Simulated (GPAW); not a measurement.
# SnSe2 (P-3m1) in GPAW: relaxation of cell and atoms with OLYP

Aim: the relaxation of cell and atoms of SnSe2 with OLYP.

All numbers are computed with GPAW 26.7.0; they aren't measurements. Logs are shortened: lines on timing, memory, paths and dates and some standing lists are left out, and cuts for length are marked. The log counts tension as positive stress, the text compression.

## (1) The structure

The structure is trigonal, space group P-3m1 (No. 164). Conventional cell: a = 3.811 Å, b = 3.811 Å, c = 6.136 Å, α = 90.00°, β = 90.00°, γ = 120.00°. Around Sn (site symmetry -3m) lie 6 Se at 2.68 Å. Se (site symmetry 3m) has 3 Sn at 2.68 Å as nearest neighbours.

## (2) Relaxation of cell and atoms, OLYP, target pressure 2 GPa, at which the enthalpy is minimised

Contents of run.py:

```python
from ase.filters import FrechetCellFilter
from ase.io import read, write
from ase.optimize import BFGS
from ase.units import GPa
from gpaw import GPAW, PW, setup_paths

setup_paths.insert(0, '.')

atoms = read('SnSe2.xyz')

calc = GPAW(mode=PW(600),
            xc='GGA_X_OPTX+GGA_C_LYP',
            kpts={'size': (6, 6, 3), 'gamma': True},
            occupations={'name': 'fermi-dirac', 'width': 0.05},
            nbands=24,
            convergence={'density': 1e-06, 'energy': 1e-06, 'eigenstates': 1e-10},
            eigensolver='davidson',
            maxiter=150,
            txt='gpaw.txt')
atoms.calc = calc
opt = BFGS(FrechetCellFilter(atoms, scalar_pressure=2 * GPa), trajectory='relax.traj', logfile='-')
done = opt.run(fmax=0.05, steps=100)
calc.write('gs.gpw')
write('result.traj', atoms)
print('Converged:', done)
print('Cell:', atoms.cell.cellpar().round(4))
print('Volume:', round(atoms.get_volume(), 4))
print(atoms.get_scaled_positions().round(5))
```

Contents of SnSe2.xyz:

```xyz
3
Lattice="3.8110000000 0.0000000000 0.0000000000 -1.9055000000 3.3004228138 0.0000000000 0.0000000000 0.0000000000 6.1360000000" Properties=species:S:1:pos:R:3 pbc="T T T"
Sn     0.0000000000      0.0000000000      0.0000000000
Se     1.9055000002      1.1001409378      4.6081360000
Se    -0.0000000002      2.2002818760      1.5278640000
```

Potentials or basis: PAW data sets generated in the run's folder for this functional, pw.

Command:

```console
gpaw-setup -f GGA_X_OPTX+GGA_C_LYP Se Sn
OMP_NUM_THREADS=1 python run.py
```

gpaw.txt:

```text
__  _  _
 | _ |_)|_||  |
 |__||  | ||/\| - 26.7.0

Input parameters:
  mode=PW(ecut=600.0),
  convergence={'density': 1e-06, 'energy': 1e-06, 'eigenstates': 1e-10},
  eigensolver=Davidson(niter=2),
  kpts=MonkhorstPack(size=(6, 6, 3), gamma=True),
  maxiter=150,
  nbands=24,
  occupations=Occupations(name='fermi-dirac', width=0.05),
  xc=XC(name='GGA_X_OPTX+GGA_C_LYP')

Diagonalizing LCAO Hamiltonian
Converting LCAO to pw mode

             Se

         Se

       Sn

Atoms  # Å, Bohr magnetons
|   | symbol |         x |        y |        z |    initial magnetic moments |
|---|--------|-----------|----------|----------|-----------------------------|
| 0 |     Sn |  0.000000 | 0.000000 | 0.000000 | ( 0.0000,  0.0000,  0.0000) |
| 1 |     Se |  1.905500 | 1.100141 | 4.608136 | ( 0.0000,  0.0000,  0.0000) |
| 2 |     Se | -0.000000 | 2.200282 | 1.527864 | ( 0.0000,  0.0000,  0.0000) |

Unit cell  # Å
| periodic |         x |        y |        z |  lengths |     angles |
|----------|-----------|----------|----------|----------|------------|
|      yes |  3.811000 | 0.000000 | 0.000000 | 3.811000 |  90.000000 |
|      yes | -1.905500 | 3.300423 | 0.000000 | 3.811000 |  90.000000 |
|      yes |  0.000000 | 0.000000 | 6.136000 | 6.136000 | 120.000000 |

Number of symmetries: 12
Symmetry operations  # r_c * U_cc + t_c -> r_c
|    | kind |            matrix            |
|----|------|------------------------------|
|  0 |  σ   |  1, 1, 0,  0,-1, 0,  0, 0, 1 |
|  1 |  S6  |  1, 1, 0, -1, 0, 0,  0, 0,-1 |
|  2 |  E   |  1, 0, 0,  0, 1, 0,  0, 0, 1 |
|  3 |  C2  |  1, 0, 0, -1,-1, 0,  0, 0,-1 |
|  4 |  C2  |  0, 1, 0,  1, 0, 0,  0, 0,-1 |
|  5 |  C3  |  0, 1, 0, -1,-1, 0,  0, 0, 1 |
|  6 |  S6  |  0,-1, 0,  1, 1, 0,  0, 0,-1 |
|  7 |  σ   |  0,-1, 0, -1, 0, 0,  0, 0, 1 |
|  8 |  σ   | -1, 0, 0,  1, 1, 0,  0, 0, 1 |
|  9 |  i   | -1, 0, 0,  0,-1, 0,  0, 0,-1 |
| 10 |  C3  | -1,-1, 0,  1, 0, 0,  0, 0, 1 |
| 11 |  C2  | -1,-1, 0,  0, 1, 0,  0, 0,-1 |
[... 126 lines left out ...]
convergence criteria:
- Maximum integral of absolute [dens]ity change: 1e-06 electrons / valence electron
- Maximum [total energy] change in last 3 cyles: 1e-06 eV / valence electron
- Maximum integral of absolute [eigenst]ate change: 1e-10 eV^2 / valence electron
maximum number of iterations: 150

SCF iterations
|iter     | |      energy | eigst |  dens |
|---------|-|-------------|-------|-------|
|iter:   1| |  -10.338718 | +0.06 |       |
|iter:   2| |  -10.298888 | -1.58 | -1.19 |
|iter:   3| |  -10.162216 | -1.83 | -1.23 |
|iter:   4| |  -10.153090 | -2.41 | -1.69 |
|iter:   5| |  -10.153706 | -3.67 | -2.25 |
|iter:   6| |  -10.154650 | -4.08 | -2.52 |
|iter:   7| |  -10.154796 | -4.75 | -3.21 |
|iter:   8| |  -10.154814 | -5.41 | -3.79 |
|iter:   9| |  -10.154816c| -6.15 | -4.38 |
|iter:  10| |  -10.154816c| -6.92 | -5.02 |
|iter:  11| |  -10.154816c| -7.58 | -5.41 |
|iter:  12| |  -10.154816c| -8.44 | -5.98 |
|iter:  13| |  -10.154816c| -9.00 | -6.19c|
|iter:  14| |  -10.154816c| -9.88 | -6.82c|
|iter:  15| |  -10.154816c|-10.36c| -6.97c|
[... 68 lines left out ...]
         Se

       Sn

Atoms  # Å, Bohr magnetons
|   | symbol |         x |        y |        z |    initial magnetic moments |
|---|--------|-----------|----------|----------|-----------------------------|
| 0 |     Sn | -0.000000 | 0.000000 | 0.000000 | ( 0.0000,  0.0000,  0.0000) |
| 1 |     Se |  1.910478 | 1.103015 | 4.621337 | ( 0.0000,  0.0000,  0.0000) |
| 2 |     Se | -0.000000 | 2.206030 | 1.539830 | ( 0.0000,  0.0000,  0.0000) |

Unit cell  # Å
| periodic |         x |         y |         z |  lengths |     angles |
|----------|-----------|-----------|-----------|----------|------------|
|      yes |  3.820956 | -0.000000 | -0.000000 | 3.820956 |  90.000000 |
|      yes | -1.910478 |  3.309045 |  0.000000 | 3.820956 |  90.000000 |
|      yes | -0.000000 |  0.000000 |  6.161166 | 6.161166 | 120.000000 |
[... 232 lines left out ...]
         Se

       Sn

Atoms  # Å, Bohr magnetons
|   | symbol |         x |         y |         z |    initial magnetic moments |
|---|--------|-----------|-----------|-----------|-----------------------------|
| 0 |     Sn | -0.000000 | -0.000000 | -0.000000 | ( 0.0000,  0.0000,  0.0000) |
| 1 |     Se |  1.925770 |  1.111844 |  4.668665 | ( 0.0000,  0.0000,  0.0000) |
| 2 |     Se | -0.000000 |  2.223688 |  1.574457 | ( 0.0000,  0.0000,  0.0000) |

Unit cell  # Å
| periodic |         x |         y |         z |  lengths |     angles |
|----------|-----------|-----------|-----------|----------|------------|
|      yes |  3.851541 | -0.000000 | -0.000000 | 3.851541 |  90.000000 |
|      yes | -1.925770 |  3.335532 | -0.000000 | 3.851541 |  90.000000 |
|      yes |  0.000000 |  0.000000 |  6.243122 | 6.243122 | 120.000000 |
[... 232 lines left out ...]
         Se

       Sn

Atoms  # Å, Bohr magnetons
|   | symbol |         x |         y |         z |    initial magnetic moments |
|---|--------|-----------|-----------|-----------|-----------------------------|
| 0 |     Sn | -0.000000 | -0.000000 | -0.000000 | ( 0.0000,  0.0000,  0.0000) |
| 1 |     Se |  1.927876 |  1.113060 |  4.681513 | ( 0.0000,  0.0000,  0.0000) |
| 2 |     Se | -0.000000 |  2.226119 |  1.576798 | ( 0.0000,  0.0000,  0.0000) |

Unit cell  # Å
| periodic |         x |         y |         z |  lengths |     angles |
|----------|-----------|-----------|-----------|----------|------------|
|      yes |  3.855752 | -0.000000 | -0.000000 | 3.855752 |  90.000000 |
|      yes | -1.927876 |  3.339179 |  0.000000 | 3.855752 |  90.000000 |
|      yes |  0.000000 |  0.000000 |  6.258311 | 6.258311 | 120.000000 |
[... 231 lines left out ...]
         Se

       Sn

Atoms  # Å, Bohr magnetons
|   | symbol |         x |         y |         z |    initial magnetic moments |
|---|--------|-----------|-----------|-----------|-----------------------------|
| 0 |     Sn | -0.000000 | -0.000000 | -0.000000 | ( 0.0000,  0.0000,  0.0000) |
| 1 |     Se |  1.937261 |  1.118478 |  4.760591 | ( 0.0000,  0.0000,  0.0000) |
| 2 |     Se | -0.000000 |  2.236957 |  1.580109 | ( 0.0000,  0.0000,  0.0000) |

Unit cell  # Å
| periodic |         x |        y |         z |  lengths |     angles |
|----------|-----------|----------|-----------|----------|------------|
|      yes |  3.874523 | 0.000000 | -0.000000 | 3.874523 |  90.000000 |
|      yes | -1.937261 | 3.355435 |  0.000000 | 3.874523 |  90.000000 |
|      yes |  0.000000 | 0.000000 |  6.340700 | 6.340700 | 120.000000 |

Number of symmetries: 12
Symmetry operations  # r_c * U_cc + t_c -> r_c
|    | kind |            matrix            |
|----|------|------------------------------|
|  0 |  σ   |  1, 1, 0,  0,-1, 0,  0, 0, 1 |
|  1 |  S6  |  1, 1, 0, -1, 0, 0,  0, 0,-1 |
|  2 |  E   |  1, 0, 0,  0, 1, 0,  0, 0, 1 |
|  3 |  C2  |  1, 0, 0, -1,-1, 0,  0, 0,-1 |
|  4 |  C2  |  0, 1, 0,  1, 0, 0,  0, 0,-1 |
|  5 |  C3  |  0, 1, 0, -1,-1, 0,  0, 0, 1 |
|  6 |  S6  |  0,-1, 0,  1, 1, 0,  0, 0,-1 |
|  7 |  σ   |  0,-1, 0, -1, 0, 0,  0, 0, 1 |
|  8 |  σ   | -1, 0, 0,  1, 1, 0,  0, 0, 1 |
|  9 |  i   | -1, 0, 0,  0,-1, 0,  0, 0,-1 |
| 10 |  C3  | -1,-1, 0,  1, 0, 0,  0, 0, 1 |
| 11 |  C2  | -1,-1, 0,  0, 1, 0,  0, 0,-1 |
[... 198 lines left out ...]
Stress tensor  # eV/Ang^3
|         x |         y |         z |
|-----------|-----------|-----------|
| -0.007328 |  0.000000 |  0.000000 |
|  0.000000 | -0.007328 |  0.000000 |
|  0.000000 |  0.000000 | -0.013260 |

Forces  # eV/Ang
|       x |        y |        z |
|---------|----------|----------|
| 0.00000 | -0.00000 |  0.00000 |  # Sn   0
| 0.00000 |  0.00000 |  0.27787 |  # Se   1
| 0.00000 |  0.00000 | -0.27787 |  # Se   2

Interpolating wave functions to new cell

             Se

         Se

       Sn
[... 978 lines left out ...]
Stress tensor  # eV/Ang^3
|         x |         y |         z |
|-----------|-----------|-----------|
| -0.007443 |  0.000000 |  0.000000 |
|  0.000000 | -0.007443 | -0.000000 |
|  0.000000 | -0.000000 | -0.019535 |

Forces  # eV/Ang
|        x |       y |        z |
|----------|---------|----------|
|  0.00000 | 0.00000 |  0.00000 |  # Sn   0
|  0.00000 | 0.00000 | -0.11708 |  # Se   1
| -0.00000 | 0.00000 |  0.11708 |  # Se   2

Interpolating wave functions to new cell

             Se

         Se

       Sn
[... 976 lines left out ...]
Stress tensor  # eV/Ang^3
|         x |         y |         z |
|-----------|-----------|-----------|
| -0.013444 | -0.000000 |  0.000000 |
|  0.000000 | -0.013444 | -0.000000 |
|  0.000000 | -0.000000 | -0.013089 |

Forces  # eV/Ang
|        x |       y |        z |
|----------|---------|----------|
|  0.00000 | 0.00000 |  0.00000 |  # Sn   0
| -0.00000 | 0.00000 | -0.01113 |  # Se   1
|  0.00000 | 0.00000 |  0.01113 |  # Se   2

# Writing to gs.gpw (mode='')
```

Wall time 4 min (1 thread of Arm Neoverse V2, shared host); peak memory 0.27 GiB.

What came out:

```
Free energy                                            : -10.3894 eV
Relaxed volume                                         : 29.21 Å³/atom
Relaxed cell                                           : a = 3.840 Å, b = 3.840 Å, c = 6.862 Å, α = 90.00°, β = 90.00°, γ = 120.00°
Space group after relaxing (to 0.05 Å)                 : P-3m1 (No. 164)
Energy change on relaxing (the enthalpy is what falls) : -78.2 meV/atom
Ionic steps                                            : 13
Pressure after relaxing                                : 2.1 GPa
Largest force after relaxing                           : 0.011 eV/Å
Band gap on the k mesh                                 : 0.99 eV, indirect (least direct gap 1.34 eV)
```

Forces in eV/Å, atoms in the order of the input:
```
Sn   0.000  0.000  0.000
Se   0.000  0.000 -0.011
Se   0.000  0.000  0.011
```

Step by step:
```tsv
step	energy change (eV)	largest force (eV/Å)	pressure (GPa)	volume (Å³)
1	0.0000	0.3973	6.06	77.18
2	-0.0297	0.2380	5.12	77.90
3	-0.0875	0.1907	2.58	80.21
4	-0.0943	0.2206	2.34	80.58
5	-0.1278	0.2779	1.49	82.43
6	-0.1636	0.2373	1.03	84.44
7	-0.1990	0.0842	1.06	86.44
8	-0.2093	0.0414	1.44	86.93
9	-0.2104	0.1171	1.84	86.79
10	-0.2106	0.1667	2.29	86.48
11	-0.2149	0.1542	2.58	86.43
12	-0.2252	0.0710	2.44	86.97
13	-0.2346	0.0111	2.14	87.63
```

Final structure:
```
Sn Se
1.0
     3.84009    0.00000    0.00000
    -1.92005    3.32562    0.00000
     0.00000    0.00000    6.86206
Sn Se
1 2
Direct
  0.00000 0.00000 0.00000
  0.66667 0.33333 0.77074
  0.33333 0.66667 0.22926
```

Caveat: later steps reuse the first step's grids; spin-orbit coupling is left out, which moves the levels of the heavy elements; an odd mesh through Γ misses points on the zone boundary, where band edges often lie; this functional lacks dispersion, which binds the layers, so the pressure and a relaxed spacing across them are unreliable.
